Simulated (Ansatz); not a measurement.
The system is GaAs.

```xyz
2
Lattice="0.0000 2.8268 2.8268 2.8268 0.0000 2.8268 2.8268 2.8268 0.0000" Properties=species:S:1:pos:R:3 pbc="T T T"
As    4.2403    4.2403    4.2403
Ga    0.0000    0.0000    0.0000
```

Program: Ansatz 0.2.0. Alike in all runs: potentials or basis Ansatz PAW; no spin polarisation; cell as given.

Order these runs on this cell by their band gap on the k mesh, lowest first.
A. level LDA; k mesh 8 × 8 × 8; cutoff (eV) 420; smearing fixed; mesh quality not flagged
B. level PBE0; k mesh 6 × 6 × 6; cutoff (eV) 420; smearing fixed; level pbe0; run kind scf; mesh quality not flagged
C. level r2SCAN50; k mesh 5 × 5 × 5; cutoff (eV) 500; smearing fermi-dirac 0.05 eV; points for each segment of the path 4; mesh quality not flagged
D. level r2SCANh; k mesh 4 × 4 × 4; cutoff (eV) 500; smearing fermi-dirac 0.05 eV; points for each segment of the path 4; mesh quality coarse

A (0.28 eV), D (1.55 eV), B (2.01 eV), C (3.72 eV).

Caveats: some runs use coarse meshes; the gap is small at this level, which inflates the dielectric constant (some runs).

A k mesh can miss the band edges.

Not every run made on this cell is shown here.
